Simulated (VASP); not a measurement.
Here is a VASP 6.6.1 calculation.

The input INCAR:

```
SYSTEM = EuO
PREC = Accurate ; ENCUT = 520
EDIFF = 1E-6 ; ISMEAR = 0
SIGMA = 0.05 ; LREAL = .False.
LASPH = .True. ; NELM = 150
ALGO = Normal ; ISIF = 2
LWAVE = .False. ; LCHARG = .False.
MAGMOM = -6.868 -3.957 2.497 0 0 0 ; LORBIT = 11
LSORBIT = .True. ; GGA_COMPAT = .False.
LORBMOM = .True. ; LMAXMIX = 6
LDAU = .True. ; LDAUTYPE = 2
LDAUL = 3 -1 ; LDAUU = 5 0
LDAUJ = 0 0 ; LDAUPRINT = 1
METAGGA = R2SCAN ; LMIXTAU = .True.
```

The input KPOINTS:

```
Automatic mesh
0
Gamma
  6 6 6
  0 0 0
```

POSCAR

```
EuO
1.0
    0.0000000000      2.5719519700      2.5719519700
    2.5719519700      0.0000000000      2.5719519700
    2.5719519700      2.5719519700      0.0000000000
Eu O
1 1
Direct
    0.5000000000      0.5000000000      0.5000000000
    0.0000000000      0.0000000000      0.0000000000
```

Potentials or basis: VASP PAW PBE potentials, release 64 (Eu, O).

The run is started by

```sh
$ cat potpaw_PBE.64/Eu/POTCAR potpaw_PBE.64/O/POTCAR > POTCAR
$ mpirun -np 1 vasp_ncl > vasp.out
```

(1) What does it give for the pressure?

(2) Predict the net moment.

Answers

(1) -1.4 GPa.

(2) 6.98 μB per cell.

Caveat: the PAW data sets were made with another functional, which shifts forces and pressure a little; a cell with one magnetic atom can't hold antiferromagnetic order, which such compounds often take.
